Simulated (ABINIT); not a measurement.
Crystal: In.

```
In
1.0
     3.33548    0.00000    0.00000
    -1.66774    2.88861    0.00000
     0.00000    0.00000    5.50914
In
2
Cartesian
  1.6677 0.9629 4.1319
  0.0000 1.9257 1.3773
```

This isn't the form of In at room conditions, which is tetragonal.

Program: ABINIT 10.8.3 (patched build). Alike in all runs: task single point; potentials or basis JTH PAW PBE v2.0; no spin polarisation; cell as given; k mesh 9 × 9 × 5; cutoff (eV) 707; smearing fermi-dirac 0.05 eV.

Task: Order these runs on this cell by their pressure, lowest first.
A. level r2SCAN
B. level revPBE
C. level LDA
D. level BLYP

Result: C (-3.4 GPa), A (-0.6 GPa), B (2.1 GPa), D (5.2 GPa).

Caveats: the PAW data sets were made with another functional, which shifts forces and pressure a little.
